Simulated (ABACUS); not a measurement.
# PbSe (Clausthalite) (Fm-3m) in ABACUS: settings compared

The runs below take PbSe (Clausthalite) through single point, relaxation of cell and atoms, with BLYP, B86bPBE.

Program: ABACUS 3.10.1. These are calculated values, not measurements. Logs are shortened: lines on timing, memory, paths and dates and some standing lists are left out, and cuts for length are marked.

**What was measured.**

A printed reference work, monograph reports, for a bulk crystal of PbSe: band gap 0.28 eV (direct) at 300 K; band gap 0.15 eV (direct) at 4.2 K.

The results are compared with them further down.

## (1) The crystal as given

The structure is cubic, space group Fm-3m (No. 225). Conventional cell: a = 6.121 Å, b = 6.121 Å, c = 6.121 Å, α = 90.00°, β = 90.00°, γ = 90.00°. Around Pb (site symmetry m-3m) lie 6 Se at 3.06 Å. Se (site symmetry m-3m) has 6 Pb at 3.06 Å as nearest neighbours.

## (2) Single point, BLYP

INPUT

```
INPUT_PARAMETERS
suffix              PbSe
calculation         scf
basis_type          pw
pseudo_dir          ./
symmetry            1
dft_functional      GGA_X_B88+GGA_C_LYP
ecutwfc             87
pseudo_rcut         10
nspin               1
nbands              25
ks_solver           dav
smearing_method     fd
smearing_sigma      0.00367493
scf_thr             1e-08
scf_nmax            100
mixing_type         broyden
mixing_beta         0.7
cal_force           1
cal_stress          1
out_chg             1
kpar                4
```

STRU

```
ATOMIC_SPECIES
Pb 207.2000 82_Pb_14_3.0_3.1_pbe_n_v1.0.upf
Se 78.9710 34_Se_16_1.9_2.1_pbe_n_v1.0.upf

LATTICE_CONSTANT
1.8897261246

LATTICE_VECTORS
0.0000000000 3.0606500000 3.0606500000
3.0606500000 0.0000000000 3.0606500000
3.0606500000 3.0606500000 0.0000000000

ATOMIC_POSITIONS
Direct

Pb
0.0
1
0.0000000000 0.0000000000 0.0000000000 1 1 1

Se
0.0
1
0.5000000000 0.5000000000 0.5000000000 1 1 1
```

KPT

```
K_POINTS
0
Gamma
6 6 6 0 0 0
```

Potentials or basis: SPMS ONCV 1.0 PBE, plane waves.

Run with:

```sh
$ OMP_NUM_THREADS=1 mpirun -np 4 abacus > log
```

running log:

```text
ABACUS v3.10.1

               Atomic-orbital Based Ab-initio Computation at UStc

 ------------------------------------------------------------------------------------

 READING GENERAL INFORMATION
                           global_out_dir = OUT.PbSe/
                           global_in_card = INPUT
                               pseudo_dir = ./
                              orbital_dir =
                                    DSIZE = 4
                                    GSIZE = 1

 READING UNITCELL INFORMATION
                                    ntype = 2
                  lattice constant (Bohr) = 1.88973
              lattice constant (Angstrom) = 1

 READING ATOM TYPE 1
                               atom label = Pb
                      L=0, number of zeta = 1
                      L=1, number of zeta = 1
                      L=2, number of zeta = 1
             number of atom for this type = 1

 READING ATOM TYPE 2
                               atom label = Se
                      L=0, number of zeta = 1
                      L=1, number of zeta = 1
                      L=2, number of zeta = 1
             number of atom for this type = 1

                        TOTAL ATOM NUMBER = 2
DIRECT COORDINATES
    atom                   x                   y                   z     mag                  vx                  vy                  vz
taud_Pb1            0.0000000000        0.0000000000        0.0000000000  0.0000        0.0000000000        0.0000000000        0.0000000000
taud_Se1            0.5000000000        0.5000000000        0.5000000000  0.0000        0.0000000000        0.0000000000        0.0000000000

                          Volume (Bohr^3) = 386.961
                             Volume (A^3) = 57.3417

 Lattice vectors: (Cartesian coordinate: in unit of a_0)
                   +0            +3.06065            +3.06065
             +3.06065                  +0            +3.06065
             +3.06065            +3.06065                  +0
 Reciprocal vectors: (Cartesian coordinate: in unit of 2 pi/a_0)
            -0.163364           +0.163364           +0.163364
            +0.163364           -0.163364           +0.163364
            +0.163364           +0.163364           -0.163364
 The esolver type has been set to : ksdft_pw

                PAO radial cut off (Bohr) = 10

 Read in pseudopotential file is 82_Pb_14_3.0_3.1_pbe_n_v1.0.upf
                     pseudopotential type = NC
          exchange-correlation functional = PBE
                 nonlocal core correction = 1
                        valence electrons = 14
                                     lmax = 2
                           number of zeta = 3
                     number of projectors = 6
                           L of projector = 0
                           L of projector = 0
                           L of projector = 1
                           L of projector = 1
                           L of projector = 2
                           L of projector = 2
 XC functional updated to : GGA_X_B88+GGA_C_LYP
          exchange-correlation functional = GGA_X_B88+GGA_C_LYP
                PAO radial cut off (Bohr) = 10

 Read in pseudopotential file is 34_Se_16_1.9_2.1_pbe_n_v1.0.upf
                     pseudopotential type = NC
          exchange-correlation functional = PBE
                 nonlocal core correction = 1
                        valence electrons = 16
                                     lmax = 2
                           number of zeta = 3
                     number of projectors = 6
                           L of projector = 0
                           L of projector = 0
                           L of projector = 1
                           L of projector = 1
                           L of projector = 2
                           L of projector = 2
 XC functional updated to : GGA_X_B88+GGA_C_LYP
          exchange-correlation functional = GGA_X_B88+GGA_C_LYP
     initial pseudo atomic orbital number = 18

 SETUP THE ELECTRONS NUMBER
[... 38 lines left out ...]

[... K-POINTS CARTESIAN COORDINATES: 4 rows ...]

[... K-POINTS DIRECT COORDINATES: 4 rows ...]

 SETUP PLANE WAVES FOR WAVE FUNCTIONS
     energy cutoff for wavefunc (unit:Ry) = 87
              fft grid for wave functions = [ 50, 50, 50 ]
                    number of plane waves = 6183
                         number of sticks = 439

 PARALLEL PW FOR WAVE FUNCTIONS
     PROC   COLUMNS(POT)             PW
        1            439           6183
 --------------- sum -------------------
        1            439           6183

 SETUP NONLOCAL PSEUDOPOTENTIALS IN PLANE WAVE BASIS
 Pb non-local projectors:
 projector 1 L=0
 projector 2 L=0
 projector 3 L=1
 projector 4 L=1
 projector 5 L=2
 projector 6 L=2
 Se non-local projectors:
 projector 1 L=0
 projector 2 L=0
 projector 3 L=1
 projector 4 L=1
 projector 5 L=2
 projector 6 L=2
      TOTAL NUMBER OF NONLOCAL PROJECTORS = 36

 Init Non-Local PseudoPotential table :
 Init Non-Local-Pseudopotential done.

                                     npwx = 5342

 Make real space PAO into reciprocal space.
       max mesh points in Pseudopotential = 1001
     dq(describe PAO in reciprocal space) = 0.01
                                    max q = 1124

 number of pseudo atomic orbitals for Pb is 3
WARNING: norm of atomic wavefunction # 3 of atomic type Pb is 0.999464, renormalized

 number of pseudo atomic orbitals for Se is 3
WARNING: norm of atomic wavefunction # 3 of atomic type Se is 0.999991, renormalized

 -------------------------------------------
 SELF-CONSISTENT
 -------------------------------------------
                                 init_chg = atomic

 PW ALGORITHM --------------- ION=   1  ELEC=   1--------------------------------

 Notice: Threshold on eigenvalues was too large.
 hsover_error=0.3 > DRHO=0.105137
 Origin diag ethr = 0.01
 New diag ethr = 0.000350457

 Density error is 0.10573048908
                          Error Threshold = 0.000350456577279
----------------------------------------------------------
     Energy           Rydberg                 eV
----------------------------------------------------------
 E_KohnSham     -354.7332477882      -4826.3934399648
 E_Harris       -352.2166333334      -4792.1531437107
 E_Fermi        0.7895457113         10.7423205051
----------------------------------------------------------
[... 63 lines left out ...]
 Density error is 1.69971026283e-09
                          Error Threshold = 1.15197665208e-10
----------------------------------------------------------
     Energy           Rydberg                 eV
----------------------------------------------------------
 E_KohnSham     -354.7666180338      -4826.8474654497
 E_KS(sigma->0) -354.7666071559      -4826.8473174482
 E_Harris       -354.7663706980      -4826.8441002726
 E_band         -27.0687934153       -368.2898284336
 E_one_elec     -143.9402604495      -1958.4077137174
 E_Hartree      84.0168335860        1143.1076646868
 E_xc           -73.4867687356       -999.8387824127
 E_Ewald        -221.3564006788      -3011.7083380034
 E_entropy(-TS) -0.0000217558        -0.0002960030
 E_descf        0.0000000000         0.0000000000
 E_exx          0.0000000000         0.0000000000
 E_Fermi        0.8087922337         11.0041828770
----------------------------------------------------------

 charge density convergence is achieved
 final etot is -4826.8474654 eV
 EFERMI = 11.004182877 eV

 STATE ENERGY(eV) AND OCCUPATIONS    NSPIN == 1
 1/4 kpoint (Cartesian) = 0.0000 0.0000 0.0000 (5209 pws)
       1       -36.1165     0.00925926
       2       -36.1165     0.00925926
       3       -36.1121     0.00925926
       4       -36.1121     0.00925926
       5       -36.1121     0.00925926
       6       -5.99688     0.00925926
[... 98 lines left out ...]
      24        22.8869        0.00000
      25        27.1331        0.00000

------------------------------------------------------------------------------------------
 TOTAL-FORCE (eV/Angstrom)
------------------------------------------------------------------------------------------
                       Pb1         0.0000000000         0.0000000000         0.0000000000
                       Se1         0.0000000000         0.0000000000         0.0000000000
------------------------------------------------------------------------------------------

----------------------------------------------------------------
 TOTAL-STRESS (KBAR)
----------------------------------------------------------------
        51.8295167142        -0.0000000000        -0.0000000000
        -0.0000000000        51.8295167142         0.0000000000
        -0.0000000000         0.0000000000        51.8295167142
----------------------------------------------------------------
 TOTAL-PRESSURE: 51.829517 KBAR

 --------------------------------------------
 !FINAL_ETOT_IS -4826.8474654496949370 eV
 --------------------------------------------
```

Run time: 4.3 s. Hardware: 4 MPI ranks of AMD EPYC 9R45 (Zen 5), shared host; peak memory 0.48 GiB.

Results:

- Free energy: -4826.8475 eV
- Pressure: 5.2 GPa
- Band gap on the k mesh: 0.42 eV, direct

Caveat: the potentials were made for another functional, which shifts forces and pressure; spin-orbit coupling is left out, which as a rule narrows the gap of such compounds by several tenths of an eV.

## (3) Relaxation of cell and atoms, BLYP

run_abacus.py

```python
"""Relaxation by an ASE optimiser with ABACUS as a small file-based calculator."""
import re
import subprocess
import numpy as np
from ase.calculators.calculator import Calculator, all_changes
from ase.filters import FrechetCellFilter
from ase.io import read
from ase.optimize import FIRE
from ase.stress import full_3x3_to_voigt_6_stress
from ase.units import Bohr, GPa

atoms = read("POSCAR")
atoms = atoms[(-atoms.numbers).argsort(kind="stable")]  # ABACUS lists atoms element by element
pseudo = {'Pb': '82_Pb_14_3.0_3.1_pbe_n_v1.0.upf', 'Se': '34_Se_16_1.9_2.1_pbe_n_v1.0.upf'}
orbital = {}
magmoms = None
kmesh = [6, 6, 6]
params = {
    'suffix': 'PbSe',
    'calculation': 'scf',
    'basis_type': 'pw',
    'pseudo_dir': './',
    'symmetry': 1,
    'dft_functional': 'GGA_X_B88+GGA_C_LYP',
    'ecutwfc': 87,
    'pseudo_rcut': 10,
    'nspin': 1,
    'nbands': 19,
    'ks_solver': 'dav',
    'smearing_method': 'fd',
    'smearing_sigma': 0.00367493,
    'scf_thr': 1e-08,
    'scf_nmax': 100,
    'mixing_type': 'broyden',
    'mixing_beta': 0.7,
    'cal_force': 1,
    'cal_stress': 1,
    'kpar': 4,
}

def write_input(atoms):
    symbols = atoms.get_chemical_symbols()
    elements = list(dict.fromkeys(symbols))
    lines = ["ATOMIC_SPECIES"] + [f"{e} {atoms.get_masses()[symbols.index(e)]:.4f} {pseudo[e]}" for e in elements]
    if orbital:
        lines += ["", "NUMERICAL_ORBITAL"] + [orbital[e] for e in elements]
    lines += ["", "LATTICE_CONSTANT", f"{1 / Bohr:.10f}", "", "LATTICE_VECTORS"]
    lines += [" ".join(f"{x:.10f}" for x in v) for v in atoms.cell]
    lines += ["", "ATOMIC_POSITIONS", "Direct"]
    for e in elements:
        lines += ["", e, "0.0", str(symbols.count(e))]
        for i, p in enumerate(atoms.get_scaled_positions(wrap=False)):
            if symbols[i] == e:
                mag = "" if magmoms is None else " mag " + " ".join(str(x) for x in (magmoms[i] if isinstance(magmoms[i], list) else [magmoms[i]]))
                lines.append(" ".join(f"{x:.10f}" for x in p) + " 1 1 1" + mag)
    open("STRU", "w").write("\n".join(lines) + "\n")
    open("KPT", "w").write("K_POINTS\n0\nGamma\n%d %d %d 0 0 0\n" % tuple(kmesh))
    open("INPUT", "w").write("INPUT_PARAMETERS\n" + "".join(f"{k:<20s}{v}\n" for k, v in params.items()))

class Abacus(Calculator):
    implemented_properties = ["energy", "free_energy", "forces", "stress"]

    def calculate(self, atoms=None, properties=("energy",), system_changes=all_changes):
        super().calculate(atoms, properties, system_changes)
        write_input(self.atoms)
        subprocess.run(['mpirun', '-np', '4', 'abacus'], check=True)
        log = open("OUT.PbSe/running_scf.log").read()
        if "charge density convergence is achieved" not in log:
            raise RuntimeError("SCF not converged")
        rows = lambda title, n: np.array([l.split()[-3:] for l in log.split(title)[-1].split("\n")[2:2 + n]], float)
        energy = float(re.findall(r"FINAL_ETOT_IS (\S+)", log)[-1])
        stress = -rows("TOTAL-STRESS", 3) / 10 * GPa  # ABACUS prints kbar, compression positive
        self.results = dict(energy=energy, free_energy=energy, forces=rows("TOTAL-FORCE", len(self.atoms)), stress=full_3x3_to_voigt_6_stress(stress))

atoms.calc = Abacus()
opt = FIRE(FrechetCellFilter(atoms), logfile="opt.log", trajectory="relax.traj")
print("optimiser converged:", opt.run(fmax=0.01, steps=60))
```

POSCAR

```
PbSe
1.0
    0.0000000000      3.0606500000      3.0606500000
    3.0606500000      0.0000000000      3.0606500000
    3.0606500000      3.0606500000      0.0000000000
Pb Se
1 1
Direct
    0.0000000000      0.0000000000      0.0000000000
    0.5000000000      0.5000000000      0.5000000000
```

Potentials or basis: SPMS ONCV 1.0 PBE, plane waves.

Run with:

```sh
$ OMP_NUM_THREADS=1 python run_abacus.py > log
```

Wall time 56 s (4 MPI ranks of AMD EPYC 9R45 (Zen 5), shared host); peak memory 0.52 GiB.

Results (log left out):

```
Free energy                            : -4826.9369 eV
Relaxed volume                         : 31.72 Å³/atom
Relaxed cell                           : a = 4.477 Å, b = 4.477 Å, c = 4.477 Å, α = 60.00°, β = 60.00°, γ = 60.00°
Space group after relaxing (to 0.05 Å) : Fm-3m (No. 225)
Energy gained by relaxing              : 44.7 meV/atom
Ionic steps                            : 13
Pressure after relaxing                : 0.0 GPa
Band gap on the k mesh                 : 0.67 eV, direct
```

The path:
| step | energy change (eV) | largest force (eV/Å) | pressure (GPa) | volume (Å³) |
| --- | --- | --- | --- | --- |
| 1 | 0.0000 | 0.0000 | 5.18 | 57.34 |
| 2 | -0.0238 | 0.0000 | 4.32 | 58.14 |
| 3 | -0.0577 | 0.0000 | 2.86 | 59.66 |
| 4 | -0.0833 | 0.0000 | 1.18 | 61.70 |
| 5 | -0.0886 | 0.0000 | -0.39 | 64.03 |
| 6 | -0.0887 | 0.0000 | -0.39 | 64.01 |
| 7 | -0.0888 | 0.0000 | -0.37 | 63.97 |
| 8 | -0.0889 | 0.0000 | -0.34 | 63.92 |
| 9 | -0.0890 | 0.0000 | -0.29 | 63.84 |
| 10 | -0.0892 | 0.0000 | -0.23 | 63.76 |
| 11 | -0.0893 | 0.0000 | -0.18 | 63.66 |
| 12 | -0.0894 | 0.0000 | -0.11 | 63.56 |
| 13 | -0.0894 | 0.0000 | -0.03 | 63.44 |

Final structure:
```
Pb Se
1.0
     0.00000    3.16547    3.16547
     3.16547    0.00000    3.16547
     3.16547    3.16547    0.00000
Pb Se
1 1
Direct
  0.00000 0.00000 0.00000
  0.50000 0.50000 0.50000
```

Levels at points of the mesh, in eV from the valence-band top:
```
           k point  band 13  band 14  band 15  band 16  band 17  band 18
(0.00, 0.00, 0.00)    -1.38    -1.38    -1.38     4.42     4.42     4.42
(0.50, 0.50, 0.50)    -1.02    -1.02     0.00     0.67     1.91     1.91
(0.50, 0.50, 0.00)    -4.03    -2.54    -2.54     4.51     5.17     5.17
```

Caveat: the potentials were made for another functional, which shifts forces and pressure; spin-orbit coupling is left out, which as a rule narrows the gap of such compounds by several tenths of an eV; the volume moved by +11 % from the deposited cell, more than functionals usually miss. Zero-point motion and thermal expansion aren't in these numbers.

## (4) Single point, B86bPBE

INPUT: that of step 2 with these lines changed.

```diff
@@ -6,7 +6,7 @@
 symmetry            1
-dft_functional      GGA_X_B88+GGA_C_LYP
-ecutwfc             87
+dft_functional      GGA_X_B86_MGC+GGA_C_PBE
+ecutwfc             40
 pseudo_rcut         10
 nspin               1
-nbands              25
+nbands              20
 ks_solver           dav
@@ -20,2 +20,3 @@
 cal_stress          1
+ecutrho             320
 out_chg             1
```

STRU: that of step 2 with these lines changed.

```diff
@@ -1,4 +1,4 @@
 ATOMIC_SPECIES
-Pb 207.2000 82_Pb_14_3.0_3.1_pbe_n_v1.0.upf
-Se 78.9710 34_Se_16_1.9_2.1_pbe_n_v1.0.upf
+Pb 207.2000 pb_pbe_v1.uspp.F.UPF
+Se 78.9710 se_pbe_v1.uspp.F.UPF
```

KPT is that of step 2.

Potentials or basis: GBRV ultrasoft 1.5 PBE, plane waves.

Run with:

```sh
$ OMP_NUM_THREADS=1 mpirun -np 4 abacus > log
```

Run time: 31 s. Hardware: 4 MPI ranks of Intel Xeon 6975P-C (Granite Rapids), shared host; peak memory 0.8 GiB.

Results (log left out):

- Free energy: -2831.6873 eV
- Pressure: 2.7 GPa
- Band gap on the k mesh: 0.31 eV, direct

Levels at points of the mesh, in eV from the valence-band top:
```
           k point  band 8  band 9  band 10  band 11  band 12  band 13
(0.00, 0.00, 0.00)   -1.87   -1.87    -1.87     4.71     4.71     4.71
(0.50, 0.50, 0.50)   -1.46   -1.46     0.00     0.31     1.71     1.71
(0.50, 0.50, 0.00)   -4.96   -3.22    -3.22     3.74     5.61     5.61
```

Caveat: the potentials were made for another functional, which shifts forces and pressure; spin-orbit coupling is left out, which as a rule narrows the gap of such compounds by several tenths of an eV.

## (5) The runs side by side

| task | level | potentials or basis | cell | cutoff (eV) | optimiser | force threshold | max steps | cell moves | gap on the mesh (eV) | pressure (GPa) |
| --- | --- | --- | --- | --- | --- | --- | --- | --- | --- | --- |
| single point | BLYP | SPMS ONCV 1.0 PBE, plane waves | as given | 1184 | - | - | - | - | 0.42 | 5.2 |
| relaxation of cell and atoms | BLYP | SPMS ONCV 1.0 PBE, plane waves | relaxed | 1184 | ASE FIRE | 0.01 eV/Å | 60 | yes | 0.67 | 0.0 |
| single point | B86bPBE | GBRV ultrasoft 1.5 PBE, plane waves | as given | 544 | - | - | - | - | 0.31 | 2.7 |

Alike in all rows: no spin polarisation; k mesh 6 × 6 × 6; smearing fermi-dirac 0.05 eV.

Caveats: the potentials were made for another functional, which shifts forces and pressure; spin-orbit coupling is left out, which as a rule narrows the gap of such compounds by several tenths of an eV; the volume moved by +11 % from the deposited cell, more than functionals usually miss (some runs).

Total energies depend on the potentials used, so only differences within one code and one set of settings carry meaning.

## (6) Against experiment

Step 2. A measured gap of PbSe is 0.28 eV (direct; 300 K; a printed reference work, monograph); the calculated 0.42 eV misses it by +0.14 eV. 2 values of this kind are on record (0.15 to 0.28 eV); this one was drawn at random. Spin-orbit coupling on Pb, Se is left out. The value is that of BLYP on a finite k mesh, which can miss the band edges, without temperature or zero-point motion.

Step 4. Measured gap of PbSe: 0.15 eV (direct; 4.2 K; a printed reference work, monograph). This calculation gives 0.31 eV (+0.16 eV). 2 values of this kind are on record (0.15 to 0.28 eV); this one was drawn at random. Spin-orbit coupling on Pb, Se is left out. The value is that of B86bPBE on a finite k mesh, which can miss the band edges, without temperature or zero-point motion.
